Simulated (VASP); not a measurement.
AlN:

```
Al N
1.0
     3.31212    0.00000    0.00000
    -1.65606    2.86838    0.00000
     0.00000    0.00000    4.18756
Al N
2 2
Direct
  0.66667 0.33333 0.25000
  0.33333 0.66667 0.75000
  0.66667 0.33333 0.75000
  0.33333 0.66667 0.25000
```

Measurements of this composition are mostly on another form, of space group No. 186.

| Property | Result |
| --- | --- |
| Program | VASP 6.6.1 |
| Task | relaxation of cell and atoms |
| Functional | SCAN |
| Potentials or basis | VASP PAW PBE potentials, release 64 (Al, N) |
| Cutoff | 600 eV |
| k mesh | 9 × 9 × 7 |
| Occupations | gaussian, width 0.05 eV |
| Spin | no spin polarisation |

At the start: pressure -6.3 GPa; volume 9.95 Å³/atom.

Q: Where does the relaxation end?

A: Over 11 steps the energy falls by 6.1 meV/atom and the volume is 9.65 Å³/atom (-3.0 %); space group P6_3/mmc (No. 194, to 0.05 Å).

Step by step:
```tsv
step	energy change (eV)	largest force (eV/Å)	pressure (GPa)	volume (Å³)
1	0.0000	0.0000	-6.29	39.78
2	-0.0016	0.0000	6.77	37.58
3	-0.0232	0.0000	0.04	38.64
4	-0.0232	0.0000	-0.10	38.66
5	-0.0240	0.0000	-0.09	38.64
6	-0.0242	0.0000	-0.08	38.62
7	-0.0242	0.0000	-0.08	38.62
8	-0.0241	0.0000	-0.09	38.63
9	-0.0242	0.0000	-0.08	38.62
10	-0.0242	0.0000	0.09	38.59
11	-0.0242	0.0000	0.05	38.60
```

Final structure:
```xyz
4
Lattice="3.2875 0.0000 0.0000 -1.6438 2.8471 0.0000 0.0000 0.0000 4.1242" Properties=species:S:1:pos:R:3 pbc="T T T"
Al    1.6438    0.9490    1.0310
Al    0.0000    1.8981    3.0931
N     1.6438    0.9490    3.0931
N     0.0000    1.8981    1.0310
```

Caveat: the PAW data sets were made with another functional, which shifts forces and pressure a little.
